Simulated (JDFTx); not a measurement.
AgCl (Chlorargyrite):

```xyz
2
Lattice="0.0000 2.7350 2.7350 2.7350 0.0000 2.7350 2.7350 2.7350 0.0000" Properties=species:S:1:pos:R:3 pbc="T T T"
Ag    0.0000    0.0000    0.0000
Cl    2.7350    2.7350    2.7350
```

Program: JDFTx 1.7.0 (patched build). Alike in all runs: task single point; no spin polarisation; cell as given.

**Question.** Order these runs on this cell by their pressure, lowest first.
A. level PBEsol; potentials or basis PseudoDojo-SR-PBEsol-0.4.1-standard with smoothed tails; k mesh 8 × 8 × 8; cutoff (eV) 1116; smearing fermi-dirac 0.05 eV; local potential set to -Z/r beyond 6 bohr; pseudo rcut 6
B. level LDA; potentials or basis PseudoDojo-SR-LDA-0.4.1-standard with smoothed tails; k mesh 8 × 8 × 8; cutoff (eV) 1170; smearing gaussian 0.02 eV; local potential set to -Z/r beyond 6 bohr; pseudo rcut 6
C. level PBE; potentials or basis PseudoDojo-SR-PBE-0.5-standard; k mesh 8 × 8 × 8; cutoff (eV) 1116; smearing fermi-dirac 0.05 eV
D. level SCAN; potentials or basis SG15-PBE-1.2; k mesh 5 × 5 × 5; cutoff (eV) 1088; smearing fermi-dirac 0.05 eV
E. level TASK; potentials or basis SG15-PBE-1.2; k mesh 5 × 5 × 5; cutoff (eV) 1088; smearing fermi-dirac 0.05 eV

**Answer.** B (-3.8 GPa), A (-0.7 GPa), D (2.0 GPa), C (3.8 GPa), E (11.3 GPa).

Caveats: the potentials were made for another functional, which shifts forces and pressure (some runs).

Not every run made on this cell is shown here.
